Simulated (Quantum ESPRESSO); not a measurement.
The system is MgO.

```
Mg O
1.0
     0.00000    2.09700    2.09700
     2.09700    0.00000    2.09700
     2.09700    2.09700    0.00000
Mg O
1 1
Direct
  0.00000 0.00000 0.00000
  0.50000 0.50000 0.50000
```

The cell is a database's computed one.

- Program: Quantum ESPRESSO 7.5
- Task: phonons
- Functional: PBE
- Potentials or basis: SSSP 1.3 efficiency PBE
- Cutoff: 748 eV
- Density cutoff: 5987 eV
- k mesh: 6 × 6 × 6, shifted
- Occupations: fermi-dirac, width 0.05 eV
- Spin: no spin polarisation
- Mixing beta: 0.5
- Most SCF iterations: 120
- SCF threshold: 4e-10 Ry

The first run showed a gap, so the response started from a second, tighter run with fixed occupations.

Problem. How polar is the lattice: what are the Born charges, the two dielectric constants and the LO-TO splitting?

Solution. Born charges ±1.95 e; dielectric constants 3.11 (electrons alone) and 9.42 (static); transverse and longitudinal modes at 409 and 711 cm⁻¹.

Caveat: the cell is more than 3 GPa from zero pressure, which shifts response properties.
